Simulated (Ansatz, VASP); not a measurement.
This is a calculation of Pd for VASP 6.6.1.

Contents of INCAR:

```
AGGAC = 1.0 ; AGGAX = 1.0
ALDAC = 0.0 ; ALDAX = 1.0
ALGO = Fast ; EDIFF = 1E-6
EDIFFG = -0.01 ; ENCUT = 600
GGA = B5 ; IBRION = 2
ISIF = 3 ; ISMEAR = -1
LASPH = True ; LCHARG = False
LREAL = False ; LWAVE = False
NELM = 80 ; NSW = 60
PREC = Accurate ; SIGMA = 0.05
```

File KPOINTS:

```
k-points
0
Gamma
  12 12 12
```

File POSCAR:

```
Pd
1.0
   -1.5722810000      1.5722810000      1.5722810000
    1.5722810000     -1.5722810000      1.5722810000
    1.5722810000      1.5722810000     -1.5722810000
Pd
1
Direct
    0.0000000000      0.0000000000      0.0000000000
```

Potentials or basis: VASP PAW PBE potentials, release 64 (Pd).

Command:

```console
$ cat potpaw_PBE.64/Pd/POTCAR > POTCAR
$ mpirun -np 1 vasp_std > vasp.out
```

Q: Set up the same calculation for Ansatz 0.2.0. Potentials there: Ansatz PAW.

A: As run (the cutoff follows the program's own potentials):

input.yaml

```yaml
crystal:
  lattice:
    - [-1.572281, 1.572281, 1.572281]
    - [1.572281, -1.572281, 1.572281]
    - [1.572281, 1.572281, -1.572281]
  atoms:
    - { symbol: Pd, position: [0.0, 0.0, 0.0] }
hamiltonian:
  xc: blyp
  pseudopotentials: { kind: paw }
kpoints:
  mp_grid: { grid: [12, 12, 12] }
scf:
  occupations: { method: fermi_dirac, width: 0.05 }
output:
  forces: true
  stress: true
  eigenvalues: true
relax:
  f_tol: 0.01
  max_steps: 40
  cell: { stress_tol: 0.05 }
```

Potentials or basis: Ansatz PAW.

Command:

```console
$ ansatz run input.yaml --threads 2 --pin off --max-ram 5632MiB --backend cpu --events-out ev --progress --plain --runs-dir out
```

Both were run:

|  | VASP | Ansatz | Ansatz less VASP |
| --- | --- | --- | --- |
| gap on the k mesh at the Fermi level, each at its own relaxed structure (eV) | none | none | - |
| relaxed volume (Å³/atom) | 16.50 | 16.46 | -0.040 |
| relaxed cell length with the largest relative difference (Å) | 2.778 | 2.775 | -0.0023 |
| energy change over the relaxation (meV/atom) | -25 | -23 | +1.7 |

A gap of «none» marks a metal or a gap that the smearing closes. The two sets of potentials don't hold the same shells in valence.

Caveats: the PAW data sets were made with another functional, which shifts forces and pressure a little (VASP); the plane-wave basis is chosen anew once the cell has moved, so the energies of steps on either side of that aren't comparable (Ansatz); the PAW data sets come from PBE, with cores solved anew for the run's functional, which leaves a small shift of forces and pressure (Ansatz).
